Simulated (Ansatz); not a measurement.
Level of theory: DFT PBE, scalar-relativistic, plane waves, PAW (Ansatz 0.2.0). All cells share a 420 eV cutoff and Γ-centred k meshes spaced at most about 0.3 Å⁻¹ (about 0.25 or finer for metals, 2π included). No spin polarisation in the final relaxations.

These are static total energies at zero pressure.

Compare these two cells of TiAl3, each relaxed at this level.

A.

```yaml
crystal:
  lattice:
    - [2.99911, 0.00000, 0.00000]
    - [0.00000, 3.94145, 0.00000]
    - [0.00000, 0.00000, 5.53061]
  atoms:
    - { symbol: Ti, position: [0.00000, 0.00000, 0.00000] }
    - { symbol: Al, position: [0.00000, 0.00000, 0.50000] }
    - { symbol: Al, position: [0.50000, 0.50000, 0.75664] }
    - { symbol: Al, position: [0.50000, 0.50000, 0.24336] }
```

B.

```yaml
crystal:
  lattice:
    - [3.81752, 0.00000, 0.00000]
    - [0.00000, 3.81752, 0.00000]
    - [0.00000, 0.00000, 5.39434]
  atoms:
    - { symbol: Ti, position: [0.00000, 0.00000, 0.50000] }
    - { symbol: Al, position: [0.50000, 0.50000, 0.00000] }
    - { symbol: Al, position: [0.50000, 0.50000, 0.50000] }
    - { symbol: Al, position: [0.00000, 0.00000, 0.00000] }
```

Problem. Which would you expect to be lower, and how large is the difference?

Solution. A is lower, by 0.68 eV/atom. A has Ti and Al ordered on fcc sites, space group Pmmm (No. 47), 16.3 Å³/atom and no gap on its mesh; B has space group P4/mmm (No. 123), 19.7 Å³/atom and no gap. Counting all near atoms (those within 1.25 times the shortest distance at each site), A has Ti 12, Al 12 and B has Ti 6, Al 6. The denser one is the lower, and pressure would at first widen the difference. Both come from invented guesses. A third cell relaxed alike, in Pm-3m, lies 116 meV/atom below the lower of the two.

Cells relaxed within their symmetry can be saddle points.
